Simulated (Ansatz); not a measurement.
Co3Al: energy against volume and a worked fit

```
CELL_PARAMETERS angstrom
3.57495 0.00000 0.00000
0.00000 3.57495 0.00000
0.00000 0.00000 3.57495
ATOMIC_POSITIONS crystal
Co 0.00000 0.50000 0.50000
Co 0.50000 0.00000 0.50000
Co 0.50000 0.50000 0.00000
Al 0.00000 0.00000 0.00000
```

The cell comes from a database or a generator and needn't be the stable form of this composition.

The cell was scaled at fixed shape and fractions and run with Ansatz, Ansatz PAW, cutoff 420 eV; PBEsol, k mesh 8 × 8 × 8 on the cell of 4 atoms, fermi-dirac occupations of 0.05 eV, collinear spin, ferromagnetic start, no spin-orbit coupling. The potentials were made for PBE. Energies are those that the program minimises, any entropy of the smearing included. For a metal such a mesh isn't converged to the digits shown. The magnetic state is the one that the start led to, which needn't be the lowest.

| V (Å³/atom) | energy over the lowest row (meV/atom) |
| --- | --- |
| 10.7369 | 3.88 |
| 10.9653 | 0.00 |
| 11.1937 | 2.36 |
| 11.4222 | ? |
| 11.6506 | 23.33 |
| 11.8791 | 40.81 |
| 12.1075 | 62.26 |

Fit the third-order Birch-Murnaghan form, give V0, B0 and B′, and predict the energy left open.

With y = (V0/V)^(2/3), E = E0 + (9 V0 B0/16) [(y - 1)³ B′ + (y - 1)² (6 - 4y)]. Least squares through the rows shown give V0 = 10.9888 Å³/atom, E0 = -0.04 meV, B0 = 208.9 GPa (1 eV/Å³ = 160.218 GPa) and B′ = 4.42, with a largest miss of 0.01 meV. At V = 11.4222 the form with these constants gives 10.35 meV; the run gave 10.34 meV an atom. Other set-ups at this level, from all their volumes (Å³/atom, GPa): Ansatz, all-electron LAPW, scalar-relativistic: V0 10.984, B0 208.2.
